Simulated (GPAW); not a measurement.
Crystal: ZnS (Wurtzite-2H).

```xyz
4
Lattice="3.8110 0.0000 0.0000 -1.9055 3.3004 0.0000 0.0000 0.0000 6.2340" Properties=species:S:1:pos:R:3 pbc="T T T"
Zn    1.9055    1.1001    3.1170
Zn    0.0000    2.2003    0.0000
S     1.9055    1.1001    5.5171
S     0.0000    2.2003    2.4001
```

Base run:

```yaml
Program: GPAW 26.7.0
Functional: optPBE-vdW
Potentials_or_basis: GPAW PAW data sets (gpaw-data 1.2.1)
Cutoff: 600 eV
Basis: pw
k_mesh: 6 × 6 × 3
Occupations: fermi-dirac, width 0.05 eV
Spin: no spin polarisation
```

Its results: band gap on the k mesh 2.34 eV, direct; largest force 0.350 eV/Å.

Task: The run is repeated on the same cell with these changes: functional from optPBE-vdW to SCAN. What comes out?

Result: Band gap on the k mesh 2.75 eV, direct; largest force 0.320 eV/Å.

Caveats: the PAW data sets were made with another functional, which shifts forces and pressure a little.

Not every run made on this cell is shown here.
